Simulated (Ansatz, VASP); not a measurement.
**Sr in VASP and in Ansatz**

Contents of INCAR:

```
SYSTEM = Sr
PREC = Accurate
ENCUT = 520
EDIFF = 1E-6
ISMEAR = -1
SIGMA = 0.08
LREAL = .False.
LASPH = .True.
NELM = 80
ALGO = Normal
ISIF = 2
LWAVE = .False.
LCHARG = .False.
NBANDS = 11
```

KPOINTS

```
regular mesh
0
Gamma
  10 10 10
  0 0 0
```

The input POSCAR:

```
Sr
1.0
    0.0000000000      3.0823855122      3.0823855122
    3.0823855122      0.0000000000      3.0823855122
    3.0823855122      3.0823855122      0.0000000000
Sr
1
Direct
    0.0000000000      0.0000000000      0.0000000000
```

Input for Ansatz:

```yaml
crystal:
  lattice:
    - [0.0, 3.0823855122, 3.0823855122]
    - [3.0823855122, 0.0, 3.0823855122]
    - [3.0823855122, 3.0823855122, 0.0]
  atoms:
    - { symbol: Sr, position: [0.0, 0.0, 0.0] }
kpoints:
  mp_grid: { grid: [10, 10, 10] }
  band_path:
    path:
      - [0.0, 0.0, 0.0]
      - [0.5, 0.0, 0.5]
      - [0.625, 0.25, 0.625]
      - [0.375, 0.375, 0.75]
      - [0.0, 0.0, 0.0]
      - [0.5, 0.5, 0.5]
      - [0.5, 0.25, 0.75]
      - [0.5, 0.0, 0.5]
    npoints: 5
scf:
  occupations: { method: fermi_dirac, width: 0.08 }
hamiltonian:
  xc: lda
  pseudopotentials: { kind: all_electron, lapw: { basis_error: 0.0005 } }
output:
  forces: true
  stress: true
  eigenvalues: true
```

Change from the starting cell: volume scaled by 1.04.

Alike in both runs: task single point; functional LDA; k mesh 10 × 10 × 10; occupations fermi-dirac, width 0.08 eV; no spin polarisation.

|  | VASP | Ansatz |
| --- | --- | --- |
| version | VASP 6.6.1 | Ansatz 0.2.0 |
| potentials or method | VASP PAW LDA potentials, release 64 (Sr_sv) | all-electron LAPW, scalar-relativistic |
| plane-wave cutoff (eV) | 520 | see its input |

```csv
,VASP,Ansatz,Ansatz less VASP
pressure (GPa),-1.9,-1.8,+0.01
```

Ansatz ran all-electron here, so the differences hold the error of VASP's frozen core and of both bases.
